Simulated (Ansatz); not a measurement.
Input and command of a plane-wave DFT calculation in Ansatz:

```yaml
crystal:
  lattice:
    - [3.4896312503, 0.0, 0.0]
    - [-1.7448156252, 3.0221093126, 0.0]
    - [0.0, 0.0, 5.459254604]
  atoms:
    - { symbol: Mn, position: [0.0, 0.0, 0.0], spin: 4.41 }
    - { symbol: Mn, position: [0.0, 0.0, 0.5], spin: 4.41 }
    - { symbol: F, position: [0.3333333333, 0.6666666667, 0.25] }
    - { symbol: F, position: [0.6666666667, 0.3333333333, 0.75] }
basis:
  ecutwfc: 420
kpoints:
  mp_grid: { grid: [18, 18, 8] }
hamiltonian:
  xc: pbe
scf:
  occupations: { method: gaussian, width: 0.1 }
output:
  forces: true
  stress: true
  eigenvalues: true
  populations: true
magnetization:
  spin_polarized: true
relax:
  adjacent_minimum: "off"
  f_tol: 0.01
  max_steps: 80
  cell: { stress_tol: 0.05 }
```

```bash
ansatz run input.yaml --threads 1 --pin off --max-ram 2560MiB --backend cpu --events-out ev --progress --plain --runs-dir out
```

Processor: Arm Neoverse V1, 1 thread, on a host shared with other jobs.

Question: How long does it run, and how much memory does it take?

Answer: About 4.5 min on 1 thread of Arm Neoverse V1, on a shared host, peak memory 0.71 GiB. It solves 32 bands at 185 k points (the mesh reduced by the symmetry that the task leaves, which can be less than the crystal's) with about 1105 plane waves (on the last cell), in 49 SCF iterations over 6 ionic steps.
